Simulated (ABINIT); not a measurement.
Runs of ABINIT 10.8.3 (patched build) on BN. It takes space group F-43m (No. 216, cubic). The conventional cell has a = 3.626 Å, b = 3.626 Å, c = 3.626 Å, α = 90.00°, β = 90.00°, γ = 90.00°. N (site symmetry -43m) is surrounded by 4 B at 1.57 Å. B (site symmetry -43m) has 4 N at 1.57 Å as nearest neighbours. The cell is a database's computed one.

```csv
task,level,potentials or basis,k mesh,cutoff (eV),fine-grid cutoff,gap on the mesh (eV),pressure (GPa),V0 of scaled cells (Å³/atom),B0 (GPa)
equation of state,PW91,JTH PAW PBE v2.0,13 × 13 × 13,707,1306.15 eV,-,-,(a),373
single point,r2SCAN,JTH PAW PBE v2.0,8 × 8 × 8,844,1442.2 eV,4.95,-2.6,-,-
equation of state,PBE,JTH PAW PBE v2.0,13 × 13 × 13,707,1306.15 eV,-,-,(b),372
equation of state,BLYP,JTH PAW PBE v2.0,13 × 13 × 13,707,1306.15 eV,-,-,6.06,(c)
band structure,r2SCAN,PseudoDojo NC SR PBE v0.4.1 standard,13 × 13 × 13,1361,-,4.93,-1.0,-,-
equation of state,revPBE,JTH PAW PBE v2.0,13 × 13 × 13,707,1306.15 eV,-,-,6.02,361
```

Alike in all rows: no spin polarisation; cell as given; smearing fermi-dirac 0.05 eV.

Q: Estimate the missing entries.

A: (a) 5.94; (b) 5.95; (c) 355.

Caveats: pressures at fixed basis lie under the slope of the energies (some runs); the PAW data sets were made with another functional, which shifts forces and pressure a little (some runs); the atomic spheres overlap (some runs); a meta-GGA on potentials with a model core is unreliable (some runs); a meta-GGA on norm-conserving files made for a GGA shifts volumes by about 1 % (some runs); the potentials were made for another functional, which shifts forces and pressure (some runs).

A k mesh can miss the band edges.
